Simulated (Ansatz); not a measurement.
# SnSe (Fm-3m) in Ansatz: notebook

One crystal, SnSe, is run at these levels: HSE06; tasks: band structure, single point, equation of state.

Everything below comes from runs of Ansatz 0.2.0. Logs are shortened: lines on timing, memory, paths and dates and some standing lists are left out, and cuts for length are marked.

## (1) The crystal as given

The structure is cubic, space group Fm-3m (No. 225). Conventional cell: a = 6.020 Å, b = 6.020 Å, c = 6.020 Å, α = 90.00°, β = 90.00°, γ = 90.00°. Sn (site symmetry m-3m) is surrounded by 6 Se at 3.01 Å. Around Se (site symmetry m-3m) lie 6 Sn at 3.01 Å.

Measurements of this composition are mostly on another form, of space group No. 62.

## (2) Band structure, HSE06

The input, input:

```
crystal:
  lattice:
    - [0.0, 3.01, 3.01]
    - [3.01, 0.0, 3.01]
    - [3.01, 3.01, 0.0]
  atoms:
    - { symbol: Sn, position: [0.0, 0.0, 0.0] }
    - { symbol: Se, position: [0.5, 0.5, 0.5] }
hamiltonian:
  xc: hse06
  pseudopotentials: { kind: paw }
kpoints:
  mp_grid: { grid: [6, 6, 6] }
  band_path:
    path:
      - [[0.0, 0.0, 0.0], [0.5, 0.0, 0.5], [0.5, 0.25, 0.75], [0.375, 0.375, 0.75], [0.0, 0.0, 0.0], [0.5, 0.5, 0.5], [0.625, 0.25, 0.625], [0.5, 0.25, 0.75], [0.5, 0.5, 0.5], [0.375, 0.375, 0.75]]
      - [[0.625, 0.25, 0.625], [0.5, 0.0, 0.5]]
    npoints: 4
scf:
  occupations: { method: fermi_dirac, width: 0.05 }
  n_extra_bands: 6
output:
  forces: true
  stress: true
  eigenvalues: true
  fatbands: false
  write_density: true
  write_potential: true
  elf: true
  volumetric_format: npy
```

Potentials or basis: Ansatz PAW.

Log:

```text
[... 2 lines left out ...]
scf.n_extra_bands = 6 over 15 filled bands (N_el = 30.0): the run solves 21 bands
GPUs: using 1 of 1 available (devices: 1).
Engine: ansatz 0.2.0, x86_64-unknown-linux-gnu
Pseudopotentials: kind: paw
Pseudopotential: Sn, paw, valence charge 14, recommended cutoff 420 eV (normal), Sn.paw.azcp
Pseudopotential: Se, paw, valence charge 16, recommended cutoff 420 eV (normal), Se.paw.azcp
Functional definition: HSE06
  parameter a = 0.25
  parameter omega = 0.11/bohr
  exchange = pbe_x - a*pbe_x_sr(omega) + a*exact_x_sr(omega)
  correlation = pbe_c
device memory: the entry about to start is reckoned to put 0.6 GiB on a device that reports 68.1 GiB free (of which the cap on the GPU budget leaves the run 18.0 GiB)
GPU FFT provider: cuFFT
GPU libraries: cuBLAS 13.8.2, cuFFT 12.4.0, cuSOLVER 12.3.4
Crystal: 2 atoms, lattice volume = 54.542 Å³
Basis set: ecut = 420 eV, 1067 PW (Γ), exchange–correlation on 60×60×60 points (8 copies of the dense FFT grid, shifted against one another)
Bands: 21, of which v1, the nominal top of the filled ones, is band 15 counted from 1 (14 counted from 0)
Symmetry: 48 space group operations
Space group: Fm-3m (ITA 225), of the structure as read, at distance tolerance 3.8e-5 Å
k-points: 16 of 216
Non-local potential: Sn, projectors of the file, l = 0: 2, l = 1: 2, l = 2: 2, l = 3: 2
Non-local potential: Se, projectors of the file, l = 0: 2, l = 1: 2, l = 2: 3, l = 3: 1
PAW form: soft (Blöchl's): semilocal exchange-correlation on the pseudo side does not see the compensation charge
PAW frozen core: Sn, regenerated for the run's functional, and the local potential with it (the file was generated under x = pbe(κ = 0.804, μ = 0.2195149727645171), c = pbe(β = 0.06672455060314922))
PAW frozen core: Se, regenerated for the run's functional, and the local potential with it (the file was generated under x = pbe(κ = 0.804, μ = 0.2195149727645171), c = pbe(β = 0.06672455060314922))
PAW one-centre angular grid: Sn, 590 points (default); XC on 64 Gauss nodes
PAW one-centre angular grid: Se, 590 points (default); XC on 64 Gauss nodes
Initial density: superposition of atomic densities (neutral atoms: chi_scale 0, normalization atom), corrected by the library's trained network
Initial wavefunctions: pseudopotential atomic-orbital guess
GPU buffer pool allocated for 27000 grid points (all kernels)
GPU transforms: local potential and band sums: pruned to the plane-wave sphere, on 30×30×30
Functional: x = pbe(κ = 0.804, μ = 0.2195149727645171), c = pbe(β = 0.06672455060314922), warm-up for x = pbe(κ = 0.804, μ = 0.2195149727645171) + 0.25 (exact − pbe) at short range (hse, ω = 0.20786987370883472 Å⁻¹), c = pbe(β = 0.06672455060314922); HSE06 as pw.x's `hse` composes it (authors' and Libxc's form: `xc: wpbeh`)
SCF iter   1: F=—  HF=-11494.178232 eV  |F-HF|=—  |Δ(HF+E_count)|=         —  Δρ=9.88e-4  dr2=7.28e-4  ethr=1.77e-3  ⟨swp⟩=11.9  Hψ=1493  notcnv=1
preconditioner: auto → none  [insulator: Δε(μ)=0.583 eV  Ē_g=19.257 eV  σ=0.050 eV  W_gap=0.99  n_scr=14 (ndim 8)  ℏωp=22.5 eV  f_vac=0.016  D(μ)=0.00/eV (n_scr^D=0)]
SCF iter   2: F=—  HF=-11494.178469 eV  |F-HF|=—  |Δ(HF+E_count)|=   2.37e-4  Δρ=4.27e-4  dr2=1.20e-4  ethr=2.43e-6  ⟨swp⟩=5.3  Hψ=1112  notcnv=0  defer=3
iter 3 solved again at ethr=3.84e-8 eV; its pass at ethr=3.99e-7 eV (dr2=1.15e-5 eV) is discarded
SCF iter   3: F=-11494.178480 eV  HF=-11494.178460 eV  |F-HF|=2.03e-5  |Δ(HF+E_count)|=   8.91e-6  Δρ=2.07e-4  dr2=1.10e-5  ethr=3.84e-8  ⟨swp⟩=2.6  Hψ=1241  notcnv=0
SCF 1 stopped early in 3 iterations: F = -11494.178480 eV  dr2 = 1.10e-5
device memory: the entry about to start is reckoned to put 1.2 GiB on a device that reports 67.9 GiB free (of which the cap on the GPU budget leaves the run 18.0 GiB)
GPU FFT provider: cuFFT
GPU libraries: cuBLAS 13.8.2, cuFFT 12.4.0, cuSOLVER 12.3.4
Initial density: handed on by an earlier stage of this run
Initial wavefunctions: those handed on with the density
GPU buffer pool allocated for 27000 grid points (all kernels)
GPU transforms: local potential and band sums: pruned to the plane-wave sphere, on 30×30×30
Functional: x = pbe(κ = 0.804, μ = 0.2195149727645171) + 0.25 (exact − pbe) at short range (hse, ω = 0.20786987370883472 Å⁻¹), c = pbe(β = 0.06672455060314922); HSE06 as pw.x's `hse` composes it (authors' and Libxc's form: `xc: wpbeh`)
Exchange kernel: α = 0.2500, screened, ω = 0.2079 Å⁻¹, Wigner–Seitz truncation, v(0) = 1046.8183 eV·Å³, q-mesh 6×6×6, nearest image of the exchange supercell L = 25.54 Å, pair-density grid 15×15×15, without the augmentation charges, whose exchange is taken in its separable form by FFT convolution over the k-point mesh (sized by the pseudopotential files, 24×24×24 at the most), smooth part of the exact exchange by density-matrix convolution in up to 3.98 GiB of GPU memory as planned if the GPU has room (build and FFT work areas not counted)
Frozen-core exchange: fock
SCF iter   1: F=—  HF=-11499.661759 eV  |F-HF|=—  |Δ(HF+E_count)|=         —  Δρ=4.80e-3  dr2=1.43e-2  ethr=3.68e-7  ⟨swp⟩=7.5  Hψ=1681  notcnv=0
preconditioner: auto → none  [insulator: Δε(μ)=0.412 eV  Ē_g=12.534 eV  σ=0.050 eV  W_gap=0.97  n_scr=14 (ndim 8)  ℏωp=15.9 eV  f_vac=0.016  D(μ)=0.02/eV (n_scr^D=0)]
SCF iter   2: F=—  HF=-11499.653384 eV  |F-HF|=—  |Δ(HF+E_count)|=   8.37e-3  Δρ=2.41e-3  dr2=3.37e-3  ethr=3.68e-7  ⟨swp⟩=4.7  Hψ=1182  notcnv=0
SCF iter   3: F=—  HF=-11499.652788 eV  |F-HF|=—  |Δ(HF+E_count)|=   5.96e-4  Δρ=7.83e-4  dr2=8.87e-4  ethr=3.68e-7  ⟨swp⟩=4.2  Hψ=824  notcnv=0
SCF iter   4: F=—  HF=-11499.658534 eV  |F-HF|=—  |Δ(HF+E_count)|=   5.75e-3  Δρ=6.64e-4  dr2=2.44e-4  ethr=3.68e-7  ⟨swp⟩=4.1  Hψ=1112  notcnv=0
SCF iter   5: F=—  HF=-11499.658443 eV  |F-HF|=—  |Δ(HF+E_count)|=   9.10e-5  Δρ=8.45e-5  dr2=1.01e-5  ethr=3.68e-7  ⟨swp⟩=3.1  Hψ=782  notcnv=0
SCF iter   6: F=-11499.658507 eV  HF=-11499.658508 eV  |F-HF|=9.42e-7  |Δ(HF+E_count)|=   6.45e-5  Δρ=6.71e-5  dr2=2.38e-6  ethr=7.51e-9  ⟨swp⟩=4.5  Hψ=1179  notcnv=0
SCF 2 stopped early in 6 iterations: F = -11499.658507 eV  dr2 = 2.38e-6
hybrid outer 1: dexx = +6.470e-3 eV, tail = 7.69e-5 eV
GPU FFT provider: cuFFT
GPU libraries: cuBLAS 13.8.2, cuFFT 12.4.0, cuSOLVER 12.3.4
GPU buffer pool allocated for 27000 grid points (all kernels)
GPU transforms: local potential and band sums: pruned to the plane-wave sphere, on 30×30×30
Exchange kernel: α = 0.2500, screened, ω = 0.2079 Å⁻¹, Wigner–Seitz truncation, v(0) = 1046.8183 eV·Å³, q-mesh 6×6×6, nearest image of the exchange supercell L = 25.54 Å, pair-density grid 15×15×15, without the augmentation charges, whose exchange is taken in its separable form by FFT convolution over the k-point mesh (sized by the pseudopotential files, 24×24×24 at the most), smooth part of the exact exchange by density-matrix convolution in up to 3.98 GiB of GPU memory as planned if the GPU has room (build and FFT work areas not counted)
Frozen-core exchange: fock
SCF iter   1: F=—  HF=-11499.658451 eV  |F-HF|=—  |Δ(HF+E_count)|=         —  Δρ=4.49e-5  dr2=5.29e-7  ethr=1.28e-6  ⟨swp⟩=3.0  Hψ=688  notcnv=0
preconditioner: auto → none  [insulator: Δε(μ)=0.397 eV  Ē_g=12.510 eV  σ=0.050 eV  W_gap=0.96  n_scr=14 (ndim 8)  ℏωp=15.9 eV  f_vac=0.016  D(μ)=0.03/eV (n_scr^D=0)]
SCF iter   2: F=—  HF=-11499.658452 eV  |F-HF|=—  |Δ(HF+E_count)|=   1.34e-6  Δρ=2.35e-5  dr2=2.15e-7  ethr=1.46e-9  ⟨swp⟩=4.2  Hψ=1204  notcnv=0
SCF iter   3: F=—  HF=-11499.658452 eV  |F-HF|=—  |Δ(HF+E_count)|=   1.73e-8  Δρ=1.02e-5  dr2=1.14e-7  ethr=4.13e-10  ⟨swp⟩=2.1  Hψ=579  notcnv=0
SCF iter   4: F=—  HF=-11499.658453 eV  |F-HF|=—  |Δ(HF+E_count)|=   5.14e-7  Δρ=7.59e-6  dr2=4.54e-8  ethr=7.14e-11  ⟨swp⟩=4.8  Hψ=1166  notcnv=0  defer=1
SCF iter   5: F=-11499.658453 eV  HF=-11499.658453 eV  |F-HF|=5.93e-10  |Δ(HF+E_count)|=   1.51e-8  Δρ=7.63e-7  dr2=1.12e-9  ethr=7.14e-11  ⟨swp⟩=3.0  Hψ=637  notcnv=0
SCF 3 converged in 5 iterations: F = -11499.658453 eV  dr2 = 1.12e-9
  Residual-converged pass: ⟨swp⟩=2.9  Hψ=654  notcnv=0  max |occ|·‖R‖ = 2.4e-6 eV (tolerance 2.4e-6 eV)  dr2=1.11e-9  dr2_onsite=9.40e-10  max |Δocc| = 1.4e-13
hybrid outer 2: dexx = +4.854e-7 eV, tail = 1.76e-8 eV, Δε = 3.55e-3 eV (about 1.11e-4 eV left of the loop's levels)
device memory: the entry about to start is reckoned to put 0.5 GiB on a device that reports 78.6 GiB free (of which the cap on the GPU budget leaves the run 18.0 GiB)
NSCF: frozen V_eff on 42 k-points, pencils in batches of 32, up to order 96
hybrid SCF converged: 2 outer / 11 inner (+3 warm-up), last move |dexx| = 4.85e-7 eV, tail = 1.76e-8 eV
Stability not checked: this state was not tested for a lower state beside it, because the functional holds exact exchange (a hybrid, or Hartree-Fock), whose exchange loop this test does not read (fock_operator; see scf.lower_state_search)
Free energy (F): -11499.658453 eV
Frozen-core exchange: fock
Harris-Foulkes:  -11499.658453 eV  (|F-HF|=5.93e-10)
Internal energy: -11499.658111 eV  (E = F + TS)
E sigma→0 (E₀):  -11499.658282 eV
Entropy (-TS):   -0.000342 eV (-0.171 meV/atom)
Fermi energy:    9.377164 eV
--- Per-component energies (eV) ---
  E_band       = -551.876250
  E_kinetic    = 301.460034
  E_local      = -3321.912691  (includes V_loc(G=0)·N_el)
  E_nonlocal   = -630.128397
  E_hartree    = 1749.628081
  E_xc         = -384.776676
  E_vxc        = -155.914210  (∫ρ·V_xc dr)
  E_exx        = -104.235507  (= α·E_x^exact, valence–valence)
  E_paw        = -6046.494287  (= ΣΔE_a)
  E_vpaw       = -36.167059  (= ΣTr[D̂ρ^β])
  E_aug_tail   = -0.000577  (compensation charges beyond the density's cutoff)
  E_ewald      = -3062.385987
  E_core_change = -0.812107  (= ΣΔE_core)
  E_smearing   = -0.000342  (= −TS)
  E_closure    = 0.000002  (closes the sum)
  Σ components = -11499.658453   (vs F -11499.658453, Δ=1.82e-12)
--- Forces (eV/Å), atoms counted from 1 ---
  atom   1  Sn    -0.00000000     0.00000000     0.00000000
  atom   2  Se     0.00000000     0.00000000     0.00000000
  max |Σ_I F_I| component: 5.67e-29 eV/Å
--- Stress (GPa, compression-positive) ---
       -0.590494       0.000000      -0.000000
       -0.000000      -0.590494       0.000000
       -0.000000       0.000000      -0.590494
  P = ⅓ Tr σ = -0.5905 GPa (-5.905 kbar)
--- Band table (eV; the first three rows and the last of 16) ---
  k-point 0: bands = ["-42.8122", "-42.8122", "-42.8084", "-42.8084", "-42.8084", "-15.0084", "-15.0084", "-15.0009", "-15.0009", "-15.0009", "-6.5191", "3.4771", "6.3045", "6.3045", "6.3045", "13.9102", "13.9102", "13.9102", "15.3050", "15.3050", "15.3050"]
  k-point 1: bands = ["-42.8122", "-42.8122", "-42.8084", "-42.8084", "-42.8084", "-15.0103", "-15.0103", "-15.0004", "-14.9983", "-14.9983", "-6.3049", "2.3202", "6.3439", "6.3439", "7.2349", "12.4247", "12.6337", "12.6337", "15.3321", "15.9781", "15.9781"]
  k-point 2: bands = ["-42.8121", "-42.8121", "-42.8084", "-42.8084", "-42.8084", "-15.0150", "-15.0150", "-14.9994", "-14.9923", "-14.9923", "-5.7897", "0.6665", "6.4663", "6.4663", "8.3862", "10.6557", "11.1068", "11.1068", "16.2647", "17.7115", "17.7115"]
  k-point 15: bands = ["-42.8122", "-42.8121", "-42.8084", "-42.8084", "-42.8083", "-15.0332", "-15.0063", "-15.0017", "-14.9897", "-14.9835", "-5.1223", "1.4352", "3.0858", "4.0672", "6.8865", "12.0175", "13.3914", "15.0199", "15.7896", "18.5065", "20.9422"]
```

It took 64 s on 1 × NVIDIA H100 80GB HBM3 with 2 threads of AMD EPYC 7R13 (Zen 3), shared host; peak memory 2.8 GiB.

What came out:

```yaml
Free_energy: -11499.6585 eV
Pressure: -0.6 GPa
Band_gap_on_the_k_mesh: 0.40 eV, direct
Band_gap_along_the_path: 0.40 eV, direct
```

Levels at the corners of the path, in eV from the valence-band top:
| point | band 11 | band 12 | band 13 | band 14 | band 15 | band 16 | band 17 | band 18 | band 19 | band 20 |
| --- | --- | --- | --- | --- | --- | --- | --- | --- | --- | --- |
| Γ | -15.70 | -5.70 | -2.87 | -2.87 | -2.87 | 4.73 | 4.73 | 4.73 | 6.13 | 6.13 |
| X | -14.33 | -6.85 | -6.49 | -4.46 | -4.46 | 3.10 | 5.86 | 5.86 | 6.52 | 11.01 |
| W | -14.29 | -7.94 | -5.64 | -5.64 | -1.26 | 1.62 | 5.10 | 5.10 | 7.70 | 7.70 |
| K | -14.33 | -8.06 | -6.04 | -3.93 | -3.03 | 3.46 | 3.89 | 5.58 | 5.80 | 10.40 |
| Γ | -15.70 | -5.70 | -2.87 | -2.87 | -2.87 | 4.73 | 4.73 | 4.73 | 6.13 | 6.13 |
| L | -14.64 | -9.27 | -2.62 | -2.62 | 0.00 | 0.40 | 1.32 | 1.32 | 8.66 | 10.66 |
| U | -14.33 | -8.06 | -6.04 | -3.93 | -3.03 | 3.46 | 3.89 | 5.58 | 5.80 | 10.40 |
| W | -14.29 | -7.94 | -5.64 | -5.64 | -1.26 | 1.62 | 5.10 | 5.10 | 7.70 | 7.70 |
| L | -14.64 | -9.27 | -2.62 | -2.62 | 0.00 | 0.40 | 1.32 | 1.32 | 8.66 | 10.66 |
| K | -14.33 | -8.06 | -6.04 | -3.93 | -3.03 | 3.46 | 3.89 | 5.58 | 5.80 | 10.40 |
| U | -14.33 | -8.06 | -6.04 | -3.93 | -3.03 | 3.46 | 3.89 | 5.58 | 5.80 | 10.40 |
| X | -14.33 | -6.85 | -6.49 | -4.46 | -4.46 | 3.10 | 5.86 | 5.86 | 6.52 | 11.01 |

Caveat: spin-orbit coupling is left out, which moves the levels of the heavy elements; the PAW data sets come from PBE, with cores solved anew for the run's functional, which leaves a small shift of forces and pressure; the thresholds are loose for stress.

## (3) Single point, HSE06, 25.63 Å³/atom (volume scaled by 0.94)

The input, input:

```
crystal:
  lattice:
    - [0.0, 2.9485541872, 2.9485541872]
    - [2.9485541872, 0.0, 2.9485541872]
    - [2.9485541872, 2.9485541872, 0.0]
  atoms:
    - { symbol: Sn, position: [0.0, 0.0, 0.0] }
    - { symbol: Se, position: [0.5, 0.5, 0.5] }
hamiltonian:
  xc: hse06
  pseudopotentials: { kind: paw }
kpoints:
  mp_grid: { grid: [6, 6, 6] }
scf:
  occupations: { method: fermi_dirac, width: 0.05 }
output:
  forces: true
  stress: true
  eigenvalues: true
  write_density: true
  write_potential: true
  elf: true
  volumetric_format: npy
```

Potentials or basis: Ansatz PAW.

Run time: 19 s. Hardware: 1 × NVIDIA H100 80GB HBM3 with 2 threads of AMD EPYC 7R13 (Zen 3), shared host; peak memory 2.7 GiB.

Results (log left out):

| Item | Value |
| --- | --- |
| Free energy | -11499.6358 eV |
| Pressure | 3.0 GPa |
| Band gap on the k mesh | 0.74 eV, direct |

Caveat: spin-orbit coupling is left out, which moves the levels of the heavy elements; the PAW data sets come from PBE, with cores solved anew for the run's functional, which leaves a small shift of forces and pressure; the thresholds are loose for stress.

(Part 1 of 2 ends here.)
